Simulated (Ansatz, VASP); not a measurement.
# Two plane-wave programs on Ir

INCAR

```
  PREC = Accurate
  ENCUT = 520
  EDIFF = 1E-6
  ISMEAR = -1
  SIGMA = 0.05
  LREAL = False
  LASPH = True
  NELM = 60
  ALGO = Normal
  ISIF = 2
  LWAVE = False
  LCHARG = False
  GGA = PE
  NBANDS = 10
```

Contents of KPOINTS:

```
Automatic mesh
0
Gamma
  12 12 12
```

The input POSCAR:

```
Ir
1.0
    0.0000000000      1.9156000000      1.9156000000
    1.9347560000      0.0000000000      1.9156000000
    1.9347560000      1.9156000000      0.0000000000
Ir
1
Direct
    0.0000000000      0.0000000000      0.0000000000
```

The input input.yaml:

```yaml
crystal:
  lattice:
    - [0.0, 1.9156, 1.9156]
    - [1.934756, 0.0, 1.9156]
    - [1.934756, 1.9156, 0.0]
  atoms:
    - { symbol: Ir, position: [0.0, 0.0, 0.0] }
hamiltonian:
  xc: pbe
  pseudopotentials: { kind: paw }
kpoints:
  mp_grid: { grid: [12, 12, 12] }
scf:
  occupations: { method: fermi_dirac, width: 0.05 }
output:
  forces: true
  stress: true
  eigenvalues: true
```

Alike in both runs: task single point; functional PBE; k mesh 12 × 12 × 12; occupations fermi-dirac, width 0.05 eV; no spin polarisation.

```csv
,VASP,Ansatz
version,VASP 6.6.1,Ansatz 0.2.0
potentials or method,"VASP PAW PBE potentials, release 64 (Ir)",Ansatz PAW
plane-wave cutoff (eV),520,420
valence electrons in the cell,9,17
```

```csv
,VASP,Ansatz,Ansatz less VASP
gap on the k mesh at the Fermi level (eV),none,none,-
pressure (GPa),7.8,7.2,-0.60
largest component of the traceless stress (GPa),2.64,2.63,-0.012
```

A gap of «none» marks a metal or a gap that the smearing closes. The two sets of potentials don't hold the same shells in valence.

Spin-orbit coupling is left out, which matters for the levels of Ir.
